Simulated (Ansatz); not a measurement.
`BOCC(F)(F)F` + `C[SiH3]` → `BOC[SiH2]C` + trifluoromethane at 600 K and 1 bar (formal exchange of groups at a C–C bond).

Program: Ansatz. Geometries: PBE0-D4/def2-TZVP. ΔE: electronic, gas phase. CBS: MP2 limit from def2 TZ/QZ plus the TZ coupled-cluster correction, frozen cores. This one scheme is used for every species. Each species was taken in one conformer, which may not be the lowest.

```tsv
species	CCSD(T)/CBS energy (Eh)	H − E (kJ/mol)	S (J/(mol·K))
`BOCC(F)(F)F`	-477.88455	247.1	447.2
`C[SiH3]`	-330.73916	199.7	315.0
`BOC[SiH2]C`	-470.59670	355.0	472.0
`FC(F)F`	-338.02896	97.7	303.2
```

H − E and S are ideal-gas, rigid-rotor, harmonic terms from PBE0-D4/def2-TZVP, for one conformer and one mirror image of each species. 1 Eh = 2625.50 kJ/mol, R = 8.31446 J/(mol·K).

Question: By hand: ΔE, ΔH, ΔS and ΔG.

Answer: ΔE = (-470.59670) + (-338.02896) − (-477.88455) − (-330.73916) = -0.00195 Eh = -5.1 kJ/mol. Δ(H − E) = 355.0 + 97.7 − 247.1 − 199.7 = 5.9, so ΔH = 0.8 kJ/mol. ΔS = 472.0 + 303.2 − 447.2 − 315.0 = 13.0 J/(mol·K). ΔG = 0.8 − 600 × (13.0)/1000 = -7.0 kJ/mol.

Question: By hand: the equilibrium constant, and the temperature at which ΔG would vanish if ΔH and ΔS stayed fixed.

Answer: log₁₀ K = −ΔG/(RT ln 10) = 0.6. ΔG = 0 at ΔH/ΔS = 62 K, though so small a ΔH makes that figure unsure.

TΔS isn't small against ΔH here. A doubt of 5 kJ/mol in ΔE shifts log₁₀ K by 0.4 here. Other conformers and mirror images would add mixing entropy, several J/(mol·K) or more a flexible species. These are equilibria of isolated gas molecules and say nothing of rates. Largest T1 diagnostic: 0.013 (customary marks: 0.02 for closed shells, 0.045 for open ones).
